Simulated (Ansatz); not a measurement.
# EuS: the cost of one run

Method: DFT PBE+U, scalar-relativistic, plane waves, PAW, in Ansatz 0.2.0.

1 further run of the same task is left out (set aside as unsound or not needed).

## Step 1: The starting structure

The structure is cubic, space group Fm-3m (No. 225). Conventional cell: a = 5.986 Å, b = 5.986 Å, c = 5.986 Å, α = 90.00°, β = 90.00°, γ = 90.00°. Eu (site symmetry m-3m) has 6 S at 2.99 Å as nearest neighbours. S (site symmetry m-3m) has 6 Eu at 2.99 Å as nearest neighbours.

As a file:

```
Eu S
1.0
     0.00000    2.99323    2.99323
     2.99323    0.00000    2.99323
     2.99323    2.99323    0.00000
Eu S
1 1
Direct
  0.50000 0.50000 0.50000
  0.00000 0.00000 0.00000
```

This cell was relaxed beforehand with the same method: volume 26.82 Å³/atom, gap on the mesh 0.78 eV, site moments up to 6.9 μB.

## Step 2: Seeding the f shells in the cell of the plane

The input, input.yaml:

```yaml
crystal:
  lattice:
    - [4.2330618558, 0.0, 0.0]
    - [-2.1165309279, 3.6659391029, 0.0]
    - [2.1165309279, 1.221979701, 3.4562805321]
  atoms:
    - { symbol: Eu, position: [0.0, 0.5, 0.5], spin: 7.56 }
    - { symbol: S, position: [0.0, 0.0, 0.0] }
basis:
  ecutwfc: 420
kpoints:
  mp_grid: { grid: [5, 5, 5] }
hamiltonian:
  xc: pbe
  hubbard: { sites: [{ species: Eu, l: f, u_eff: 6.0 }] }
scf:
  occupations: { method: gaussian, width: 0.05 }
output:
  forces: true
  stress: true
  eigenvalues: true
  hubbard: { sites: [{ species: Eu, l: f }] }
  populations: true
magnetization:
  spin_polarized: true
```

On the command line:

```console
$ ansatz run input.yaml --threads 2 --pin off --max-ram 4096MiB --backend cpu --events-out ev --progress --plain --runs-dir out
```

**Question.** How long does this run take on 2 threads of Arm Neoverse V1, shared host, and how much memory does it need?

About 9.5 s, with a peak of 0.35 GiB.
